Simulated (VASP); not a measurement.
Input of a VASP 6.6.1 run:

Contents of POSCAR:

```
Si
1.0
    0.0000000000      2.7218511865      2.7218511865
    2.7218511865      0.0000000000      2.7218511865
    2.7218511865      2.7218511865      0.0000000000
Si
2
Direct
    0.5000000000      0.5000000000      0.5000000000
    0.7500000000      0.7500000000      0.7500000000
```

INCAR.step1

```
SYSTEM = Si
ALGO     = Normal         ! electronic algorithm
EDIFF    = 1E-5           ! SCF threshold, eV
ENCUT    = 520            ! plane-wave cutoff, eV
GGA      = PE             ! functional
ISIF     = 2              ! what is computed and relaxed
ISMEAR   = -1             ! smearing method
LASPH    = .True.         ! aspherical terms in the spheres
LCHARG   = .False.        ! write CHGCAR
LREAL    = .False.        ! projectors in reciprocal space
LWAVE    = .True.         ! write WAVECAR
NBANDS   = 11             ! bands
NELM     = 100            ! most SCF steps
PREC     = Accurate       ! precision mode
SIGMA    = 0.05           ! smearing width, eV
```

File INCAR.step2:

```
SYSTEM = Si
AEXX     = 0.25           ! exact-exchange fraction
ALGO     = Normal         ! electronic algorithm
EDIFF    = 1E-6           ! SCF threshold, eV
ENCUT    = 520            ! plane-wave cutoff, eV
HFRCUT   = -1           
ISIF     = 2              ! what is computed and relaxed
ISMEAR   = -1             ! smearing method
ISTART   = 1            
LASPH    = .True.         ! aspherical terms in the spheres
LCHARG   = .False.        ! write CHGCAR
LHFCALC  = .True.         ! exact exchange
LMIXTAU  = .True.       
LREAL    = .False.        ! projectors in reciprocal space
LWAVE    = .False.        ! write WAVECAR
METAGGA  = R2SCAN         ! meta-GGA
NBANDS   = 11             ! bands
NELM     = 100            ! most SCF steps
PREC     = Accurate       ! precision mode
PRECFOCK = Fast         
SIGMA    = 0.05           ! smearing width, eV
```

File KPOINTS:

```
k-points
0
Gamma
  4 4 4
  0 0 0
```

File KPOINTS_OPT:

```
path GXWKGLUWLK,UX
8
line-mode
reciprocal
 0.0000000000  0.0000000000  0.0000000000  G
 0.5000000000  0.0000000000  0.5000000000  X

 0.5000000000  0.0000000000  0.5000000000  X
 0.5000000000  0.2500000000  0.7500000000  W

 0.5000000000  0.2500000000  0.7500000000  W
 0.3750000000  0.3750000000  0.7500000000  K

 0.3750000000  0.3750000000  0.7500000000  K
 0.0000000000  0.0000000000  0.0000000000  G

 0.0000000000  0.0000000000  0.0000000000  G
 0.5000000000  0.5000000000  0.5000000000  L

 0.5000000000  0.5000000000  0.5000000000  L
 0.6250000000  0.2500000000  0.6250000000  U

 0.6250000000  0.2500000000  0.6250000000  U
 0.5000000000  0.2500000000  0.7500000000  W

 0.5000000000  0.2500000000  0.7500000000  W
 0.5000000000  0.5000000000  0.5000000000  L

 0.5000000000  0.5000000000  0.5000000000  L
 0.3750000000  0.3750000000  0.7500000000  K

 0.6250000000  0.2500000000  0.6250000000  U
 0.5000000000  0.0000000000  0.5000000000  X
```

Potentials or basis: VASP PAW PBE potentials, release 64 (Si).

Run with:

```sh
$ cat potpaw_PBE.64/Si/POTCAR > POTCAR
$ cp INCAR.step1 INCAR
$ mpirun -np 1 vasp_std > vasp.out
$ cp INCAR.step2 INCAR
$ mpirun -np 1 vasp_std > vasp.out
```

Question: Estimate the band gap on the k mesh.

Answer: 2.13 eV, indirect (least direct gap 4.12 eV).

Question: What does it give for the band gap along the path?

Answer: 1.97 eV, indirect (least direct gap 4.12 eV).

Levels at the corners of the path, in eV from the valence-band top:
```tsv
point	band 1	band 2	band 3	band 4	band 5	band 6	band 7	band 8
Γ	-13.68	0.00	0.00	0.00	4.12	4.12	4.12	5.31
X	-8.93	-8.93	-3.27	-3.27	2.13	2.13	12.61	12.61
X	-8.93	-8.93	-3.27	-3.27	2.13	2.13	12.61	12.61
W	-8.73	-8.73	-4.31	-4.31	5.96	5.96	6.91	6.91
W	-8.73	-8.73	-4.31	-4.31	5.96	5.96	6.91	6.91
K	-9.39	-8.23	-4.84	-2.78	2.67	5.85	9.64	10.17
K	-9.39	-8.23	-4.84	-2.78	2.67	5.85	9.64	10.17
Γ	-13.68	0.00	0.00	0.00	4.12	4.12	4.12	5.31
Γ	-13.68	0.00	0.00	0.00	4.12	4.12	4.12	5.31
L	-11.01	-7.94	-1.38	-1.38	3.13	5.00	5.00	9.68
L	-11.01	-7.94	-1.38	-1.38	3.13	5.00	5.00	9.68
U	-9.39	-8.23	-4.84	-2.78	2.67	5.85	9.64	10.17
U	-9.39	-8.23	-4.84	-2.78	2.67	5.85	9.64	10.17
W	-8.73	-8.73	-4.31	-4.31	5.96	5.96	6.91	6.91
W	-8.73	-8.73	-4.31	-4.31	5.96	5.96	6.91	6.91
L	-11.01	-7.94	-1.38	-1.38	3.13	5.00	5.00	9.68
L	-11.01	-7.94	-1.38	-1.38	3.13	5.00	5.00	9.68
K	-9.39	-8.23	-4.84	-2.78	2.67	5.85	9.64	10.17
U	-9.39	-8.23	-4.84	-2.78	2.67	5.85	9.64	10.17
X	-8.93	-8.93	-3.27	-3.27	2.13	2.13	12.61	12.61
```

Caveat: the k mesh is coarse (spacing up to 0.50 Å⁻¹), so the values aren't converged, least of all with exact exchange; the mesh misses the band edges, which the band path finds closer together.
